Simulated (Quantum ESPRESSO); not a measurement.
HfO2:

```
Hf O
1.0
     0.00000    2.55750    2.55750
     2.55750    0.00000    2.55750
     2.55750    2.55750    0.00000
Hf O
1 2
Cartesian
  0.0000 0.0000 0.0000
  3.8363 3.8363 3.8363
  1.2788 1.2788 1.2788
```

Measurements of this composition are mostly on another form, of space group No. 14.

Base run:

```yaml
Program: Quantum ESPRESSO 7.5
Functional: PBE
Potentials_or_basis: SSSP 1.3 efficiency PBE
Cutoff: 816 eV
Density_cutoff: 5987 eV
k_mesh: 9 × 9 × 9
Occupations: fermi-dirac, width 0.05 eV
Spin: no spin polarisation
Hubbard_terms: Hf d U = 4 eV
```

Its results: band gap on the k mesh 4.54 eV, indirect (least direct gap 4.65 eV); pressure 1.2 GPa.

Task: The run is repeated on the same cell with these changes: hubbard terms from Hf d U = 4 eV to Hf d U = 2 eV. What comes out?

Result: Band gap on the k mesh 4.18 eV, indirect (least direct gap 4.29 eV); pressure -1.7 GPa.

Caveats: spin-orbit coupling is left out, which moves the levels of the heavy elements; an odd mesh through Γ misses points on the zone boundary, where band edges often lie.

Not every run made on this cell is shown here.
